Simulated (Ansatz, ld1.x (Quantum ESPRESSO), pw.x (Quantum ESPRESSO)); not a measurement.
antimony: does the ultrasoft potential hold in the solid?

ld1.x (Quantum ESPRESSO) 7.5 input, shortened:

```
&input
   title='Sb', zed=51., rel=1, dft='PBE', iswitch=3,
   config='[Kr] 4d10 5s2 5p1.5 5d-2'
 /
 &inputp
   pseudotype=3, tm=.true., lloc=-1, rcloc=1.80,
   nlcc=.false.,
   which_augfun='PSQ', rmatch_augfun_nc=.true.
 /
5
5S  1  0   2.00   0.00  1.65  2.00  0.0
5S  1  0   0.00   3.10  1.65  2.00  0.0
5P  2  1   1.50   0.00  2.05  2.35  0.0
5P  2  1   0.00  -0.87  2.05  2.35  0.0
5D  3  2  -2.00   0.35  1.90  2.20  0.0
 &test
   configts(1)='5s2 5p1.5'
 /
```

Atomic tests: cutoffs needed: 8 Ry and 15 Ry (the cutoffs (Ry, on a coarse ladder) from which the occupation-weighted sum of valence levels, in a spherical-Bessel basis at the reference potential, stays within 10 and 1 mRy of its value at 400 Ry); ghost test: no extra level below or beside the all-electron valence levels (s, p, d, f tested) (spherical-Bessel basis up to 400 Ry, 20 bohr box); largest excitation error: +103 meV (all-electron minus pseudo) for 5s0 5p5, out of 7 test configurations.

Crystal test: fcc Sb in pw.x 7.5, no spin, 12³ k-points, Fermi–Dirac smearing 0.01 Ry, cutoffs 40/320 Ry. The reference is all-electron LAPW (Ansatz 0.2.0) with the same functional, mesh and smearing; V0 and B0 come from Birch–Murnaghan fits to the pressures at five volumes. Errors are pseudo minus all-electron; Δ is the rms difference of the E(V) curves that follow from these fits, minima aligned, over ±6 % about the mean V0. Mesh and smearing are coarse, so the numbers serve the comparison and aren't converged zero-temperature values; the lattice is a test structure that the element need not adopt.

```tsv
V (Å³/atom)	P all-electron (GPa)	P pseudo (GPa)
26.216	3.31	0.25
26.906	1.55	-1.55
27.596	-0.00	-2.85
28.286	-1.35	-4.04
28.976	-2.54	-4.99
```

All-electron: a0 = 4.797 Å (V0 = 27.60 Å³/atom), B0 = 57.8 GPa.

Pseudopotential: mean pressure error (GPa): -2.83; a0 (Å): 4.721; a0 error (%): -1.59; B0 error (%): +21.4; Δ (meV/atom): 17.5. This is a poor potential for the solid. The logarithmic derivative shows an extra or strongly shifted pseudo pole above the reference energy (d near 2.30 Ry).

Problem. At the middle volume, how do free energy and pressure move when the wave cutoff is lowered (ecutrho held at 320 Ry)?

Solution.

```tsv
cutoff (Ry)	shift of F (meV/atom)	shift of P (GPa)
18	+8.4	-0.15
24	+2.1	-0.01
32	+1.0	-0.02
```

Input at the middle volume:

```
&control
  calculation='scf', prefix='x', pseudo_dir='./', outdir='./tmp', tstress=.true., disk_io='none'
/
&system
  ibrav=0, nat=1, ntyp=1, ecutwfc=40, ecutrho=320, nbnd=9,
  occupations='smearing', smearing='fd', degauss=0.01
/
&electrons
  conv_thr=1e-09, mixing_beta=0.4, electron_maxstep=70
/
ATOMIC_SPECIES
Sb 1.0 Sb.UPF
CELL_PARAMETERS angstrom
  0.00000000 2.39849443 2.39849443
  2.39849443 0.00000000 2.39849443
  2.39849443 2.39849443 0.00000000
ATOMIC_POSITIONS crystal
Sb 0.0000 0.0000 0.0000
K_POINTS automatic
12 12 12 0 0 0
```

```bash
pw.x < Sb.scf.in > Sb.scf.out
```

Lines of the output:

```
Message from routine setup:
     using ibrav=0 with symmetry is DISCOURAGED, use correct ibrav instead
     lattice parameter (alat)  =       6.4099  a.u.
     unit-cell volume          =     186.2270 (a.u.)^3
     number of electrons       =         5.00
     number of Kohn-Sham states=            9
     kinetic-energy cutoff     =      40.0000  Ry
     charge density cutoff     =     320.0000  Ry
     scf convergence threshold =      1.0E-09
     Exchange-correlation= PBE
     number of k points=    72  Fermi-Dirac smearing, width (Ry)=  0.0100
     iteration #  1     ecut=    40.00 Ry     beta= 0.40
     total energy              =     -11.09735751 Ry
     estimated scf accuracy    <       0.10435323 Ry
     iteration #  2     ecut=    40.00 Ry     beta= 0.40
     total energy              =     -11.08706859 Ry
     estimated scf accuracy    <       0.03117128 Ry
     iteration #  3     ecut=    40.00 Ry     beta= 0.40
     total energy              =     -11.08880866 Ry
     estimated scf accuracy    <       0.00004874 Ry
     iteration #  4     ecut=    40.00 Ry     beta= 0.40
     total energy              =     -11.08884494 Ry
     estimated scf accuracy    <       0.00001006 Ry
     iteration #  5     ecut=    40.00 Ry     beta= 0.40
     total energy              =     -11.08884546 Ry
     estimated scf accuracy    <       0.00000038 Ry
     iteration #  6     ecut=    40.00 Ry     beta= 0.40
     total energy              =     -11.08884556 Ry
     estimated scf accuracy    <       0.00000001 Ry
     iteration #  7     ecut=    40.00 Ry     beta= 0.40
     total energy              =     -11.08884557 Ry
     estimated scf accuracy    <          5.1E-09 Ry
     iteration #  8     ecut=    40.00 Ry     beta= 0.40
     the Fermi energy is     7.6729 ev
!    total energy              =     -11.08884557 Ry
     estimated scf accuracy    <          5.4E-11 Ry
     smearing contrib. (-TS)   =      -0.00323526 Ry
     The total energy is F=E-TS. E is the sum of the following terms:
     one-electron contribution =       4.20031357 Ry
     hartree contribution      =       0.17448678 Ry
     xc contribution           =      -2.81599665 Ry
     ewald contribution        =     -12.64441400 Ry
     convergence has been achieved in   8 iterations
          total   stress  (Ry/bohr**3)                   (kbar)     P=      -28.53
     Message from routine punch:
     Nothing written, as per user request (disk_io='none')
```

The run at the middle volume (72 k-points, 8 iterations) took about 5 s on one core of a shared host (Neoverse-V2, 32 threads, 247 GiB, load 20).
